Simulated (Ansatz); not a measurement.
# Mg: response to strain

Mg is deformed so: equal xy, yz and zx engineering shear strains of -1 %. What stress and forces result, by LAPW, PAW and all-electron datasets made for the crystal?

Program: Ansatz 0.2.0. Level of theory: DFT PBE, scalar-relativistic. These are calculated values, not measurements.

## Step 1: Starting point

Symmetry: P6_3/mmc, No. 194, hexagonal system. The conventional cell has a = 3.209 Å, b = 3.209 Å, c = 5.210 Å, α = 90.00°, β = 90.00°, γ = 120.00°. Mg (site symmetry -6m2) has 12 Mg at 3.20 to 3.21 Å as nearest neighbours.

As a file:

```cif
data_structure
_symmetry_space_group_name_H-M 'P6_3/mmc'
_symmetry_Int_Tables_number 194
_cell_length_a 3.2093
_cell_length_b 3.2093
_cell_length_c 5.2103
_cell_angle_alpha 90.000
_cell_angle_beta 90.000
_cell_angle_gamma 120.000
_cell_volume 46.47
loop_
_atom_site_label
_atom_site_type_symbol
_atom_site_symmetry_multiplicity
_atom_site_Wyckoff_symbol
_atom_site_fract_x
_atom_site_fract_y
_atom_site_fract_z
_atom_site_occupancy
Mg1 Mg 2 c 0.33333 0.66667 0.25000 1
```

The file gives the conventional cell by its symmetry; the runs use the cell typed in the input.

Atoms are numbered in the order of the input: Mg1, Mg2.

## Step 2: After the deformation

Space group P6_3/mmc before, P-1 after.

## Step 3: LAPW, all electrons

Contents of input.yaml:

```yaml
crystal:
  lattice:
    - [3.2092715325, -0.0160463577, -0.0160463577]
    - [-1.6185323196, 2.7873338536, -0.0058733745]
    - [-0.02605165, -0.02605165, 5.21033]
  atoms:
    - { symbol: Mg, position: [0.3333333333, 0.6666666667, 0.25] }
    - { symbol: Mg, position: [0.6666666667, 0.3333333333, 0.75] }
kpoints:
  mp_grid: { grid: [12, 12, 7] }
  band_path:
    path:
      - [0.0, 0.0, 0.0]
      - [0.0, 0.0, 0.5]
      - [-0.5, 0.5, 0.0]
      - [0.0, 0.0, 0.0]
      - [0.0, -0.5, 0.0]
      - [-0.5, 0.0, 0.5]
      - [0.0, 0.0, 0.0]
      - [-0.5, 0.0, 0.0]
      - [0.0, -0.5, 0.5]
    npoints: 5
scf:
  occupations: { method: fermi_dirac, width: 0.08 }
hamiltonian:
  xc: pbe
  pseudopotentials: { kind: all_electron, lapw: { basis_error: 0.0005 } }
output:
  forces: true
  stress: true
  eigenvalues: true
```

Started as:

```console
> ansatz run input.yaml --threads 1 --pin off --max-ram 3072MiB --backend cpu --events-out ev --progress --plain --runs-dir out
```

## Step 4: Frozen-core PAW

Contents of input.yaml:

```yaml
crystal:
  lattice:
    - [3.2092715325, -0.0160463577, -0.0160463577]
    - [-1.6185323196, 2.7873338536, -0.0058733745]
    - [-0.02605165, -0.02605165, 5.21033]
  atoms:
    - { symbol: Mg, position: [0.3333333333, 0.6666666667, 0.25] }
    - { symbol: Mg, position: [0.6666666667, 0.3333333333, 0.75] }
kpoints:
  mp_grid: { grid: [12, 12, 7] }
scf:
  occupations: { method: fermi_dirac, width: 0.08 }
hamiltonian:
  xc: pbe
  pseudopotentials: { kind: paw }
output:
  forces: true
  stress: true
  eigenvalues: true
  efg: { contact_densities: true }
```

## Step 5: All-electron PAW on datasets made for the crystal

Edit input.yaml of step 4 so:

```diff
@@ -14,3 +14,3 @@
   xc: pbe
-  pseudopotentials: { kind: paw }
+  pseudopotentials: { kind: all_electron, datasets: crystal }
 output:
```

(Steps that only read results are left out.)

Before running it: what results should come out? Wanted: pressure; largest shear or deviatoric stress.

**Answer**, as computed:

| quantity | value |
| --- | --- |
| pressure | LAPW -0.46, PAW -0.44, crystal datasets -0.46 GPa |
| largest shear or deviatoric stress (LAPW) | 0.50 GPa |

What this shows: The largest part of the stress beyond the pressure is 0.50 GPa in size, in the zz component; the atoms are carried along and not relaxed. No run of the undeformed cell stands beside it, so the pressure holds what the given cell had before the change. PAW: stress within 0.02 GPa of LAPW. Crystal datasets: stress within 0.01 GPa of LAPW.
